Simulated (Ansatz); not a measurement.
**Pd under changes of volume**

One of the cells (14.750 Å³/atom); the others are scaled copies at fixed shape and fractional positions:

```
Pd
1.0
     0.00000    1.94650    1.94650
     1.94650    0.00000    1.94650
     1.94650    1.94650    0.00000
Pd
1
Direct
  0.00000 0.00000 0.00000
```

```yaml
Program: Ansatz 0.2.0
Functional: r2SCAN
Dispersion: D4
Potentials_or_basis: Ansatz PAW
Cutoff: "500 eV (not typed: the program's choice for these potentials)"
k_mesh: 12 × 12 × 12
Occupations: fermi-dirac, width 0.05 eV
Spin: no spin polarisation
```

```tsv
volume (Å³/atom)	energy over the lowest point (meV/atom)	pressure (GPa)
13.865	?	?
14.160	16.87	9.3
14.455	4.33	4.6
14.750	0.00	0.5
15.045	2.86	-3.2
15.340	12.04	-6.4
15.635	26.70	-9.2
```

**Question.** What does the run at 13.865 Å³/atom give?

**Answer.** Energy over the lowest point 38.73 meV/atom; pressure 14.7 GPa.

Worked out: A Birch-Murnaghan fit of order 3 (a polynomial in V^(-2/3)) to the other rows has its minimum at 14.77 Å³/atom with B0 = V·E''(V) = 193 GPa and B' = 5.7. It gives 38.80 meV/atom at 13.865 Å³/atom, against the run's 38.73, and -dE/dV = 14.7 GPa, against 14.7.

Energies are extrapolated to zero smearing.

Caveats: pairwise dispersion overbinds metals, which lowers pressure and volume; the PAW data sets come from PBE, with cores solved anew for the run's functional, which leaves a small shift of forces and pressure.
